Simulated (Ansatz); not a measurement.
Born–Oppenheimer molecular dynamics of a periodic cell of 20 atoms, Cu₉H (surface Cu(110), adsorbate H2, incident energy 1.5 eV, 0° from the normal). It starts from an unrelaxed structure (largest force component 0.78 eV/Å).

The calculation used Ansatz, DFT PBE, scalar-relativistic, plane waves, PAW. Settings: accuracy low, cutoff 420 eV, k mesh 1x2x1, fermi-dirac smearing 0.05 eV, no spin polarisation.

* ensemble: NVE (velocity Verlet)
* time step: 0.5 fs
* steps asked: 240
* starting velocities: zero, but for any typed in the input
* atoms held: 1 to 6
* seed: 828371

First frame:

```xyz
20
Lattice="10.8300 0.0000 0.0000 0.0000 5.1053 0.0000 0.0000 0.0000 15.5527" Properties=species:S:1:pos:R:3
Cu 0.000 0.000 1.000
Cu 3.610 0.000 1.000
Cu 7.220 0.000 1.000
Cu 0.000 2.553 1.000
Cu 3.610 2.553 1.000
Cu 7.220 2.553 1.000
Cu 1.805 1.276 2.276
Cu 5.415 1.276 2.276
Cu 9.025 1.276 2.276
Cu 1.805 3.829 2.276
Cu 5.415 3.829 2.276
Cu 9.025 3.829 2.276
Cu 0.000 0.000 3.553
Cu 3.610 0.000 3.553
Cu 7.220 0.000 3.553
Cu 0.000 2.553 3.553
Cu 3.610 2.553 3.553
Cu 7.220 2.553 3.553
H 3.638 -0.093 8.225
H 4.061 0.562 8.225
```

What does the run give?

All steps were run.

| Item | Value |
| --- | --- |
| steps done | 240 |
| time covered | 120 fs |
| mean temperature over the second half | 487 K |
| spread of the potential energy over the second half | 14.1 meV per atom |
| mean potential energy of the second half above the start | 30.9 meV per atom |

The conserved energy stayed within 0.3 meV per atom of its start (net change -0.006 meV per atom), so the integration is sound. A run of 0.12 ps of so small a system gives no equilibrium averages. Limits of this set-up: coarse k mesh, thin slab, slab without dipole correction, no dispersion correction for a molecule that may bind weakly, a typed lattice constant that wasn't relaxed here, low accuracy level.

What happens to the structure?

Mean squared displacements from the first frame to the last: Cu 0.01 Å², H 18.46 Å². The details hang on the random start.

How do temperature and energy run in time?


```csv
time (fs),T (K),potential energy less start (eV),conserved less start (meV/atom)
0,829,0.000,0.00
4,831,-0.004,0.00
8,834,-0.008,0.00
12,835,-0.012,0.00
16,834,-0.009,0.00
20,831,-0.003,-0.01
24,840,-0.020,-0.02
28,569,0.467,-0.13
32,359,0.850,-0.04
36,541,0.521,-0.04
40,478,0.635,-0.03
44,442,0.701,0.02
48,741,0.156,-0.14
52,296,0.964,0.03
56,307,0.942,-0.11
60,705,0.221,-0.16
64,668,0.290,-0.04
68,455,0.676,-0.01
72,361,0.847,-0.02
76,505,0.586,0.00
80,745,0.150,-0.10
84,695,0.237,-0.29
88,470,0.648,-0.11
92,579,0.451,-0.04
96,389,0.796,0.01
100,463,0.662,-0.03
104,450,0.684,-0.09
108,155,1.221,0.05
112,386,0.800,-0.06
116,425,0.730,-0.02
120,427,0.727,-0.01
```

The run took 30 min on 2 threads of Intel(R) Xeon(R) Platinum 8488C (Sapphire Rapids) (shared host), peak memory 2 GiB.
